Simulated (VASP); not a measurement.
# Input and output of a VASP PBE single-point calculation on CsPbCl3 (measured structure)

INCAR

```
EDIFF = 1E-7
IBRION = -1
GGA = PE
LWAVE = .FALSE.
ISMEAR = -1
LCHARG = .FALSE.
NELM = 120
SIGMA = 0.02
ENCUT = 520
NBANDS = 30
LREAL = .FALSE.
PREC = Accurate
ISIF = 2
LASPH = .TRUE.
NSW = 0
```

KPOINTS

```
KPOINTS created by Atomic Simulation Environment
0
Gamma
4 4 4
0 0 0
```

KPOINTS_OPT

```
special points
4
Reciprocal
0.0000000000 0.0000000000 0.0000000000 1
0.0000000000 0.5000000000 0.0000000000 1
0.5000000000 0.5000000000 0.0000000000 1
0.5000000000 0.5000000000 0.5000000000 1
```

POSCAR

```
Cs Pb Cl
 1.0000000000000000
     5.6767295249891125    0.0000000000000000    0.0000000000000000
     0.0000000000000000    5.6767295249891125    0.0000000000000000
     0.0000000000000000    0.0000000000000000    5.6767295249891125
 Cs  Pb  Cl
   1   1   3
Cartesian
 -0.0000000000000000  0.0000000000000000  0.0000000000000000
  2.8383647624945563  2.8383647624945563  2.8383647624945563
  2.8383647624945563  2.8383647624945563  0.0000000000000000
  0.0000000000000000  2.8383647624945563  2.8383647624945563
  2.8383647624945563  0.0000000000000000  2.8383647624945563
```

VASP ran with the recommended PBE PAW datasets (44 valence electrons in the cell).

Command

```
mpirun -np 1 vasp_std
```

OSZICAR

```
N       E                     dE             d eps       ncg     rms          rms(c)
DAV:   1     0.416560457161E+03    0.41656E+03   -0.19064E+04   600   0.133E+03
DAV:   2     0.308133736946E+02   -0.38575E+03   -0.36914E+03   736   0.315E+02
DAV:   3    -0.165660470586E+02   -0.47379E+02   -0.46913E+02   760   0.117E+02
DAV:   4    -0.184005737389E+02   -0.18345E+01   -0.18285E+01   774   0.294E+01
DAV:   5    -0.184583483433E+02   -0.57775E-01   -0.57738E-01   794   0.446E+00    0.509E+00
DAV:   6    -0.175660989076E+02    0.89225E+00   -0.15523E+00   842   0.126E+01    0.332E+00
DAV:   7    -0.175209470890E+02    0.45152E-01   -0.60692E-01   896   0.432E+00    0.189E+00
DAV:   8    -0.175363481709E+02   -0.15401E-01   -0.80788E-02   800   0.222E+00    0.294E-01
DAV:   9    -0.175339093893E+02    0.24388E-02   -0.18325E-02   928   0.104E+00    0.134E-01
DAV:  10    -0.175344593853E+02   -0.55000E-03   -0.19783E-03   710   0.262E-01    0.529E-02
DAV:  11    -0.175345330946E+02   -0.73709E-04   -0.18584E-04   824   0.107E-01    0.108E-02
DAV:  12    -0.175345347788E+02   -0.16842E-05   -0.23691E-05   802   0.530E-02    0.370E-03
DAV:  13    -0.175345347941E+02   -0.15344E-07   -0.21781E-06   748   0.796E-03    0.221E-03
DAV:  14    -0.175345347964E+02   -0.22833E-08   -0.53903E-07   686   0.630E-03
   1 F= -.17534535E+02 E0= -.17534535E+02  d E =-.288288E-10
       N       E                     dE             ncg
DAV:   1     0.888084448434E+03   -0.28931E+04      240
DAV:   2    -0.588849170992E+03   -0.14769E+04      282
DAV:   3    -0.781457778468E+03   -0.19261E+03      312
DAV:   4    -0.788437995579E+03   -0.69802E+01      298
DAV:   5    -0.788687369665E+03   -0.24937E+00      300
DAV:   6    -0.788701469234E+03   -0.14100E-01      342
DAV:   7    -0.788701549156E+03   -0.79922E-04      322
DAV:   8    -0.788701551064E+03   -0.19081E-05      342
DAV:   9    -0.788701551088E+03   -0.24148E-07      250
```

From OUTCAR

```
k-points           NKPTS =     10   k-points in BZ     NKDIM =     10   number of bands    NBANDS=     30

   NELECT =      44.0000    total number of electrons

   dimension x,y,z NGX =    42 NGY =   42 NGZ =   42
   dimension x,y,z NGXF=    84 NGYF=   84 NGZF=   84

  energy-cutoff  :      520.00
  volume of cell :      182.93
      direct lattice vectors                 reciprocal lattice vectors
     5.676729525  0.000000000  0.000000000     0.176157768  0.000000000  0.000000000
     0.000000000  5.676729525  0.000000000     0.000000000  0.176157768  0.000000000
     0.000000000  0.000000000  5.676729525     0.000000000  0.000000000  0.176157768

 k-points in reciprocal lattice and weights: KPOINTS created by Atomic Simulation Env
   0.00000000  0.00000000  0.00000000       0.016
   0.25000000  0.00000000  0.00000000       0.094
   0.50000000  0.00000000  0.00000000       0.047
   0.25000000  0.25000000  0.00000000       0.188
   0.50000000  0.25000000  0.00000000       0.188
   0.50000000  0.50000000  0.00000000       0.047
   0.25000000  0.25000000  0.25000000       0.125
   0.50000000  0.25000000  0.25000000       0.188
   ...

 E-fermi :   1.7257

 k-point     1 :       0.0000    0.0000    0.0000
  band No.  band energies     occupation
      1     -19.8498      2.00000
      2     -15.3149      2.00000
      3     -15.3149      2.00000
      4     -15.1224      2.00000
      5     -15.1224      2.00000
      6     -15.1224      2.00000
      7     -13.4822      2.00000
      8     -12.7207      2.00000
      9     -12.7207      2.00000
     10      -6.6423      2.00000
     11      -6.6423      2.00000
     12      -6.6423      2.00000
     13      -5.2051      2.00000
     14      -2.9756      2.00000
     15      -2.9756      2.00000
     16      -2.9756      2.00000
     17      -1.0188      2.00000
     18      -1.0188      2.00000
     19      -1.0188      2.00000
     20      -0.9290      2.00000
     21      -0.9290      2.00000
     22      -0.9290      2.00000
     23       4.8566      0.00000
     24       5.8755      0.00000
     25       5.8755      0.00000
     26       6.7756      0.00000
     27       6.7756      0.00000
     28       6.7756      0.00000
     29       7.4411      0.00000
     30       7.4411      0.00000

 k-point     2 :       0.2500    0.0000    0.0000
  band No.  band energies     occupation
      1     -19.8489      2.00000
      2     -15.3148      2.00000
      3     -15.2732      2.00000
      4     -15.1230      2.00000
      5     -15.1230      2.00000
      6     -15.1223      2.00000
      7     -13.4129      2.00000
      8     -12.8624      2.00000
      9     -12.7198      2.00000
     10      -6.6376      2.00000
     11      -6.6338      2.00000
     12      -6.6338      2.00000
     13      -5.7255      2.00000
     14      -2.9390      2.00000
     15      -2.9390      2.00000
     16      -2.0172      2.00000
     17      -1.0720      2.00000
     18      -1.0663      2.00000
     19      -1.0663      2.00000
     20      -0.9778      2.00000
     21      -0.9778      2.00000
     22      -0.8605      2.00000
     23       5.3118      0.00000
     24       6.0481      0.00000
     25       6.2575      0.00000
     26       6.3415      0.00000
     27       6.7790      0.00000
     28       6.7790      0.00000
     29       6.9691      0.00000
     30       7.6994      0.00000

 k-point     3 :       0.5000    0.0000    0.0000
  band No.  band energies     occupation
      1     -19.8480      2.00000
      2     -15.3148      2.00000
      3     -15.2299      2.00000
      4     -15.1236      2.00000
      5     -15.1236      2.00000
      6     -15.1223      2.00000
      7     -13.2519      2.00000
      8     -13.0977      2.00000
      9     -12.7188      2.00000
     10      -6.6328      2.00000
     11      -6.6252      2.00000
     12      -6.6252      2.00000
     13      -6.0600      2.00000
     14      -2.9005      2.00000
     15      -2.9005      2.00000
     16      -1.5548      2.00000
     17      -1.1234      2.00000
     18      -1.1168      2.00000
     19      -1.1168      2.00000
     20      -1.0244      2.00000
     21      -1.0244      2.00000
     22      -0.2192      2.00000
     23       4.4245      0.00000
     24       6.1854      0.00000
     25       6.7063      0.00000
     26       6.7063      0.00000
     27       6.7294      0.00000
     28       7.0957      0.00000
     29       7.2725      0.00000
     30       8.3862      0.00000

 k-point     4 :       0.2500    0.2500    0.0000
  band No.  band energies     occupation
      1     -19.8481      2.00000
      2     -15.2947      2.00000
      3     -15.2497      2.00000
      4     -15.1235      2.00000
      5     -15.1229      2.00000
      6     -15.1229      2.00000
      7     -13.3533      2.00000
      8     -12.9094      2.00000
      9     -12.7983      2.00000
     10      -6.6495      2.00000
     11      -6.6304      2.00000
     12      -6.6264      2.00000
     13      -6.1557      2.00000
     14      -2.8905      2.00000
     15      -2.2675      2.00000
     16      -1.8398      2.00000
     17      -1.2854      2.00000
     18      -1.1082      2.00000
     19      -1.0427      2.00000
     20      -1.0115      2.00000
     21      -0.8281      2.00000
     22      -0.7177      2.00000
     23       5.4853      0.00000
     24       5.6144      0.00000
     25       6.1019      0.00000
     26       6.5772      0.00000
     27       6.6305      0.00000
     28       6.7189      0.00000
     29       7.2408      0.00000
     30       7.7391      0.00000

 k-point     5 :       0.5000    0.2500    0.0000
  band No.  band energies     occupation
      1     -19.8473      2.00000
      2     -15.2893      2.00000
      3     -15.2097      2.00000
      4     -15.1241      2.00000
      5     -15.1235      2.00000
      6     -15.1229      2.00000
      7     -13.2071      2.00000
      8     -13.0987      2.00000
      9     -12.8235      2.00000
     10      -6.6460      2.00000
     11      -6.6422      2.00000
     12      -6.6190      2.00000
     13      -6.4602      2.00000
     14      -2.8384      2.00000
     15      -2.0504      2.00000
     16      -1.6651      2.00000
     17      -1.2548      2.00000
     18      -1.1551      2.00000
     19      -1.1055      2.00000
     20      -1.0414      2.00000
     21      -0.7975      2.00000
     22      -0.0032      2.00000
     23       4.1904      0.00000
     24       5.4566      0.00000
     25       6.5048      0.00000
     26       6.6321      0.00000
     27       7.0350      0.00000
     28       7.0457      0.00000
     29       7.4978      0.00000
     30       7.8365      0.00000

 k-point     6 :       0.5000    0.5000    0.0000
  band No.  band energies     occupation
      1     -19.8466      2.00000
      2     -15.2752      2.00000
      3     -15.1758      2.00000
      4     -15.1247      2.00000
      5     -15.1235      2.00000
      6     -15.1235      2.00000
      7     -13.0996      2.00000
      8     -13.0996      2.00000
      9     -12.9938      2.00000
     10      -6.7545      2.00000
     11      -6.6589      2.00000
     12      -6.6589      2.00000
     13      -6.6128      2.00000
     14      -2.7701      2.00000
     15      -1.7676      2.00000
     16      -1.2356      2.00000
     17      -1.2356      2.00000
     18      -1.1928      2.00000
     19      -1.1928      2.00000
     20      -1.1740      2.00000
     21      -0.6317      2.00000
     22       0.5788      2.00000
     23       3.9665      0.00000
     24       3.9665      0.00000
     25       6.3311      0.00000
     26       6.8973      0.00000
     27       7.1980      0.00000
     28       7.6013      0.00000
     29       7.7484      0.00000
     30       7.7484      0.00000

 k-point     7 :       0.2500    0.2500    0.2500
  band No.  band energies     occupation
      1     -19.8474      2.00000
      2     -15.2497      2.00000
      3     -15.2497      2.00000
      4     -15.1235      2.00000
      5     -15.1235      2.00000
      6     -15.1235      2.00000
      7     -13.3045      2.00000
      8     -12.9077      2.00000
      9     -12.9077      2.00000
     10      -6.6531      2.00000
     11      -6.6531      2.00000
     12      -6.6247      2.00000
     13      -6.5365      2.00000
     14      -2.2149      2.00000
     15      -2.2149      2.00000
     16      -1.7591      2.00000
     17      -1.3290      2.00000
     18      -1.3290      2.00000
     19      -0.8470      2.00000
     20      -0.8470      2.00000
     21      -0.8285      2.00000
     22      -0.6008      2.00000
     23       5.3144      0.00000
     24       5.3144      0.00000
     25       5.3906      0.00000
     26       6.3554      0.00000
     27       6.9154      0.00000
     28       6.9154      0.00000
     29       7.6557      0.00000
     30       7.6557      0.00000

 ...

  Total        0.8556571      0.8556571      0.8556571     -0.0000000     -0.0000000     -0.0000000
  in kB        7.4940349      7.4940349      7.4940349     -0.0000000     -0.0000000     -0.0000000
  external PRESSURE =       7.4940349 kB  Pullay stress =       0.0000000 kB

 POSITION                                       TOTAL-FORCE (eV/Angst)
 -----------------------------------------------------------------------------------
      0.00000      0.00000      0.00000         0.000000      0.000000      0.000000
      2.83836      2.83836      2.83836         0.000000      0.000000      0.000000
      2.83836      2.83836      0.00000         0.000000      0.000000      0.000000
      0.00000      2.83836      2.83836         0.000000      0.000000      0.000000
      2.83836      0.00000      2.83836         0.000000      0.000000      0.000000
 -----------------------------------------------------------------------------------
    total drift:                                0.000000     -0.000000     -0.000000

  FREE ENERGIE OF THE ION-ELECTRON SYSTEM (eV)
  ---------------------------------------------------
  free  energy   TOTEN  =       -17.5345347964 eV

  energy  without entropy=      -17.5345347964  energy(sigma->0) =      -17.53453480
```

* gap between bands v and c: 2.10 eV
* least direct gap: 2.10 eV
* pressure: 0.7 GPa

Band v is the last that the valence electrons fill when counted band by band, and c is the next.

The run took about 52 s on one core of a shared host (Intel Xeon Platinum 8488C) and held 0.29 GiB at most.
